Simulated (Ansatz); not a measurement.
Computed with DFT PBE, scalar-relativistic, plane waves, PAW in Ansatz 0.2.0. All cells share a 420 eV cutoff and Γ-centred k meshes spaced at most about 0.3 Å⁻¹ (2π included). No spin polarisation in the final relaxations.

All energies are static (0 K, no zero-point motion).

Two forms of SiO2 were relaxed alike.

A.

```
CELL_PARAMETERS angstrom
0.00000 3.73005 3.73005
3.73005 0.00000 3.73005
3.73005 3.73005 0.00000
ATOMIC_POSITIONS crystal
Si 0.75000 0.75000 0.75000
Si 0.50000 0.50000 0.50000
O 0.12500 0.62500 0.62500
O 0.62500 0.62500 0.62500
O 0.62500 0.62500 0.12500
O 0.62500 0.12500 0.62500
```

B.

```
CELL_PARAMETERS angstrom
4.37111 -2.57288 0.00000
4.37111 2.57288 0.00000
-2.86479 0.00000 8.35527
ATOMIC_POSITIONS crystal
Si 0.85000 0.40035 0.12535
Si 0.40035 0.85000 0.62535
Si 0.47930 0.02028 0.00015
Si 0.02028 0.47930 0.50015
O 0.57463 0.69857 0.05251
O 0.25379 0.12960 0.52613
O 0.71637 0.15787 0.10887
O 0.15787 0.71637 0.60887
O 0.12960 0.25379 0.02613
O 0.69857 0.57463 0.55251
O 0.97073 0.49826 0.31301
O 0.49826 0.97073 0.81301
```

Problem. Which is lower in energy, and by how much?

Solution. B is lower, by 15 meV/atom. A has the beta-cristobalite type, space group Fd-3m (No. 227), 17.3 Å³/atom and a gap of 5.37 eV on its mesh; B has space group Cc (No. 9), 15.7 Å³/atom and a gap of 5.56 eV. Counting O atoms around Si (those within 1.25 times the shortest such distance or 1.15 times the sum of covalent radii), A and B both have Si 4. The denser one is the lower, and pressure would at first widen the difference. Both come from distorted database cells. The part of the Crystallography Open Database at hand lists SiO2 in space groups No. 1, 3, 5, 6, 7 and others; sharing a group (Cc and Fd-3m) doesn't make a cell the listed structure.

Kohn–Sham gaps at this level usually fall short of measured ones.
